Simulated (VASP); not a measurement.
Wanted: the native input for a VASP 6.6.1 run.

```yaml
Task: relaxation of cell and atoms
Functional: PBEsol
Potentials_or_basis: VASP PAW PBE potentials, release 64 (Al, N)
Cutoff: 600 eV
k_mesh: 12 × 12 × 6
Occupations: gaussian, width 0.03 eV
Spin: no spin polarisation
Further_INCAR_settings: ALGO = Normal; EDIFF = 1e-07; IBRION = 2; EDIFFG = -0.005; NSW = 90; ISIF = 3
```

The structure of AlN lies in POSCAR:

```
AlN                                     
1.0
    3.1127044215      0.0000000000      0.0000000000
   -1.5563522108      2.6956811016     -0.0000000000
   -0.0000000000      0.0000000000      4.9808959690
  Al              N             
     2     2
Direct
     0.3333333300000021    0.6666666699999979    0.9989884324125895
     0.6666666699999979    0.3333333300000021    0.4989884324125896
     0.3333333300000021    0.6666666699999979    0.3810115675874130
     0.6666666699999979    0.3333333300000021    0.8810115675874131
```

The input as run:

INCAR

```
SYSTEM = AlN
  PREC = Accurate
  ENCUT = 600
  EDIFF = 1E-7
  ISMEAR = 0
  SIGMA = 0.03
  LREAL = .FALSE.
  LASPH = .TRUE.
  NELM = 80
  ALGO = Normal
  ISIF = 3
  LWAVE = .FALSE.
  LCHARG = .FALSE.
  GGA = PS
  IBRION = 2
  NSW = 90
  EDIFFG = -0.005
```

KPOINTS

```
regular mesh
0
G
  12 12 6
  0 0 0
```

Potentials or basis: VASP PAW PBE potentials, release 64 (Al, N).

Command:

```sh
$ cat potpaw_PBE.64/Al/POTCAR potpaw_PBE.64/N/POTCAR > POTCAR
$ mpirun -np 1 vasp_std > vasp.out
```

Results of the run:

```json
{
 "Relaxed volume": "10.45 Å³/atom",
 "Relaxed cell": "a = 3.113 Å, b = 3.113 Å, c = 4.982 Å, α = 90.00°, β = 90.00°, γ = 120.00°",
 "Space group after relaxing (to 0.05 Å)": "P6_3mc (No. 186)",
 "Energy gained by relaxing": "0.0 meV/atom",
 "Ionic steps": "3",
 "Pressure after relaxing": "0.0 GPa",
 "Band gap on the k mesh": "4.12 eV, direct"
}
```

Caveat: the PAW data sets were made with another functional, which shifts forces and pressure a little.

Wall time 36 s on 1 thread of Intel(R) Xeon(R) 6975P-C (Granite Rapids), on a shared host, peak memory 0.19 GiB.
